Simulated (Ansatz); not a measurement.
I in Ansatz: the effect of target pressure

I:

```
CELL_PARAMETERS angstrom
2.53835 -3.70662 0.00000
2.53835 3.70662 0.00000
-1.62087 0.00000 2.38110
ATOMIC_POSITIONS crystal
I 0.50000 0.50000 0.50000
```

Alike in all runs:

```yaml
Program: Ansatz 0.2.0
Task: relaxation of cell and atoms
Functional: PBEsol
Potentials_or_basis: Ansatz PAW
Cutoff: "420 eV (not typed: the program's choice for these potentials)"
k_mesh: 7 × 7 × 11
Occupations: fermi-dirac, width 0.05 eV
Spin: no spin polarisation
```

Each run relaxes the cell or the atoms first.

```tsv
target pressure	relaxed volume (Å³/atom)
0 GPa	37.78
2 GPa	33.86
5 GPa	?
10 GPa	28.21
20 GPa	24.57
30 GPa	22.71
```

Question: What does the run with target pressure 5 GPa give?

Answer: Relaxed volume 31.04 Å³/atom.

Worked out: A parabola through the other rows of the relaxed volume, of slope -0.825 Å³/atom per GPa there, gives 32.23 Å³/atom, against the run's 31.04.

Caveats: the volume moved by over 15 % at a fixed basis, so the end points are rough; the plane-wave basis is chosen anew once the cell has moved, so the energies of steps on either side of that aren't comparable; an odd number of electrons without spin polarisation forces a metal; a magnetic or distorted state may lie lower; the PAW data sets come from PBE, with cores solved anew for the run's functional, which leaves a small shift of forces and pressure.
